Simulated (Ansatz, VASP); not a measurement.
## MoH4 in VASP and in Ansatz

```
H Mo
1.0
    -2.53719    2.53719    2.53719
     2.53719   -2.53719    2.53719
     2.53719    2.53719   -2.53719
H Mo
4 1
Cartesian
  1.8935 1.8935 -1.8935
  -1.8935 1.8935 1.8935
  1.8935 -1.8935 1.8935
  0.6437 0.6437 0.6437
  0.0000 0.0000 0.0000
```

Change from the starting cell: species swapped into the H4C type (I-43m, No. 217).

Alike in both runs: task relaxation of cell and atoms; functional PBE; k mesh 6 × 6 × 6; occupations gaussian, width 0.1 eV; no spin polarisation.

|  | VASP | Ansatz |
| --- | --- | --- |
| version | VASP 6.6.1 | Ansatz 0.2.0 |
| potentials or method | VASP PAW PBE potentials, release 64 (H, Mo_sv) | scalar-relativistic, plane waves, PAW |
| plane-wave cutoff (eV) | 600 | 420 |
| valence electrons in the cell | 18 | 18 |

```tsv
	VASP	Ansatz	Ansatz less VASP
gap on the k mesh at the Fermi level, each at its own relaxed structure (eV)	none	none	-
relaxed volume (Å³/atom)	7.34	7.32	-0.028
relaxed cell length with the largest relative difference (Å)	3.627	3.622	-0.0046
energy change over the relaxation (meV/atom)	-4619	-4641	-22.7
```

A gap of «none» marks a metal or a gap that the smearing closes.

Caveats: the volume moved by over 15 % at a fixed basis, so the end points are rough (VASP).
